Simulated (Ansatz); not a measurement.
**Ta2N under changes of volume**

One of the cells (13.622 Å³/atom); the others are scaled copies at fixed shape and fractional positions:

```xyz
3
Lattice="3.1129 0.0000 0.0000 -1.5564 2.6958 0.0000 0.0000 0.0000 4.8698" Properties=species:S:1:pos:R:3 pbc="T T T"
Ta    0.0000    1.7972    1.2404
Ta    1.5564    0.8986    3.6294
N     0.0000    0.0000    0.0000
```

The cell comes from a database or a generator and needn't be the stable form of this composition.

- Program: Ansatz 0.2.0
- Functional: PBEsol
- Potentials or basis: Ansatz PAW
- Cutoff: 420 eV (not typed: the program's choice for these potentials)
- k mesh: 10 × 10 × 6
- Occupations: fermi-dirac, width 0.05 eV
- Spin: no spin polarisation

```tsv
volume (Å³/atom)	energy over the lowest point (meV/atom)	pressure (GPa)	largest force (eV/Å)
12.805	?	?	?
13.077	0.00	2.6	0.062
13.350	0.96	-3.6	0.185
13.622	11.88	-9.1	0.297
13.895	31.72	-14.1	0.400
14.167	59.56	-18.5	0.493
14.439	94.56	-22.5	0.577
```

Question: What does the run at 12.805 Å³/atom give?

Answer: Energy over the lowest point 10.15 meV/atom; pressure 9.5 GPa; largest force 0.074 eV/Å.

Worked out: A Birch-Murnaghan fit of order 3 (a polynomial in V^(-2/3)) to the other rows has its minimum at 13.19 Å³/atom with B0 = V·E''(V) = 301 GPa and B' = 4.2 at fixed shape and positions, which overstates the stiffness. It gives 10.07 meV/atom at 12.805 Å³/atom, against the run's 10.15, and -dE/dV = 9.4 GPa, against 9.5.

Energies are extrapolated to zero smearing.

Caveats: the PAW data sets come from PBE, with cores solved anew for the run's functional, which leaves a small shift of forces and pressure.
